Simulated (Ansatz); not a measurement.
# AlAs: frozen-core PAW against all-electron methods

```yaml
crystal:
  lattice:
    - [0.00000, 2.83040, 2.83040]
    - [2.83040, 0.00000, 2.83040]
    - [2.83040, 2.83040, 0.00000]
  atoms:
    - { symbol: Al, position: [0.00000, 0.00000, 0.00000] }
    - { symbol: As, position: [0.75000, 0.75000, 0.75000] }
```

Atoms are numbered in the order listed.

The cell is COD entry 1540257, as deposited and not checked against the literature; nothing was relaxed.

Levels of theory: DFT, PBE, PAW with Ansatz's default frozen-core files, scalar-relativistic (Ansatz 0.2.0); DFT, PBE, all-electron PAW with datasets made for the crystal, scalar-relativistic (Ansatz 0.2.0); DFT, PBE, all-electron LAPW, scalar-relativistic (Ansatz 0.2.0).

For PAW: a Γ-centred 10×10×10 k mesh, Fermi–Dirac smearing of 0.05 eV, cutoff 420 eV, no spin polarisation. The crystal-made all-electron datasets (AE datasets) take a cutoff of 180 eV at this cell. LAPW targets a basis error of 0.5 meV/atom. The Ansatz runs share mesh, smearing and spin set-up. Plane-wave (PAW) pressures include the program's estimate of the Pulay term.

Stress and pressure are positive in compression.

Levels count from the top of the valence band.

```csv
quantity,PAW,AE datasets,LAPW
pressure (GPa),2.59,2.56,2.57
band gap (eV),1.445,1.444,1.444
highest filled level at Γ (eV),0.000,0.000,0.000
lowest empty level at Γ (eV),2.054,2.053,2.053
highest filled level at X (eV),-2.166,-2.169,-2.169
lowest empty level at X (eV),1.445,1.444,1.444
highest filled level at K (eV),-1.795,-1.798,-1.798
lowest empty level at K (eV),2.247,2.246,2.246
```
